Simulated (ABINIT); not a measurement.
Runs of ABINIT 10.8.3 (patched build) on MgS (Niningerite). The structure is cubic, space group Fm-3m (No. 225). Conventional cell: a = 5.203 Å, b = 5.203 Å, c = 5.203 Å, α = 90.00°, β = 90.00°, γ = 90.00°. Around S (site symmetry m-3m) lie 6 Mg at 2.60 Å. Mg (site symmetry m-3m) is surrounded by 6 S at 2.60 Å. 

```tsv
task	level	potentials or basis	k mesh	cutoff (eV)	smearing	stop of the response cycle (tolvrs)	acoustic sum rule (asr)	bands in the sums	one-shot functional	gap on the mesh (eV)	pressure (GPa)
single point	PBEsol	PseudoDojo NC SR PBEsol v0.4.1 standard	7 × 7 × 7	1034	fermi-dirac 0.05 eV	-	-	-	-	2.91	(b)
dielectric tensor	LDA	PseudoDojo NC SR LDA v0.4.1 standard	4 × 4 × 4, with 4 shifts	1143	fixed	1e-08	1	-	-	-	-3.2
one-shot levels of the hybrid HSE06	LDA	PseudoDojo NC SR LDA v0.4.1 standard	6 × 6 × 6	1088	fixed	-	-	16	HSE06	(a)	-
single point	PBE	PseudoDojo NC SR PBE v0.5 stringent	7 × 7 × 7	1143	fermi-dirac 0.05 eV	-	-	-	-	3.00	1.2
single point	LDA	PseudoDojo NC SR LDA v0.4.1 standard	7 × 7 × 7	1088	fermi-dirac 0.05 eV	-	-	-	-	(c)	-3.3
```

Alike in all rows: no spin polarisation; cell as given.

Estimate the missing entries.

(a) 2.56; (b) -1.4; (c) 2.78.

Caveats: an odd mesh through Γ misses points on the zone boundary, where band edges often lie (some runs); the cell is more than 3 GPa from zero pressure, which shifts response properties (some runs); Libxc's HSE differs a little from that of other programs (some runs); this build's HSE levels may be imprecise (some runs).

Not every run made on this cell is shown here.
